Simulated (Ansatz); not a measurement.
Wanted: the native input for an Ansatz 0.2.0 run.

| Property | Result |
| --- | --- |
| Task | single point |
| Functional | PBE |
| Potentials or basis | Ansatz PAW |
| Cutoff | 420 eV (not typed: the program's choice for these potentials) |
| k mesh | 11 × 11 × 11 |
| Occupations | gaussian, width 0.028 eV |
| Spin | no spin polarisation |

Crystal: Nb.

```
CELL_PARAMETERS angstrom
-1.66395 1.66395 1.66395
1.66395 -1.66395 1.66395
1.66395 1.66395 -1.66395
ATOMIC_POSITIONS crystal
Nb 0.00000 0.00000 0.00000
```

The input as run:

input.yaml

```yaml
crystal:
  lattice:
    - [-1.66395, 1.66395, 1.66395]
    - [1.66395, -1.66395, 1.66395]
    - [1.66395, 1.66395, -1.66395]
  atoms:
    - { symbol: Nb, position: [0.0, 0.0, 0.0] }
hamiltonian:
  xc: pbe
  pseudopotentials: { kind: paw }
kpoints:
  mp_grid: { grid: [11, 11, 11] }
scf:
  occupations: { method: gaussian, width: 0.028 }
output:
  forces: true
  stress: true
  eigenvalues: true
```

Potentials or basis: Ansatz PAW.

Launch:

```bash
$ ansatz run input.yaml --threads 2 --pin off --max-ram 5632MiB --backend cpu --events-out ev --progress --plain --runs-dir out
```

Results of the run:

```
Pressure               : -1.7 GPa
Band gap on the k mesh : none (metal or under the smearing width)
```

Run time: 0.73 s on 2 threads of Intel(R) Xeon(R) Processor @ 2.70GHz (shared host), peak memory 0.29 GiB.
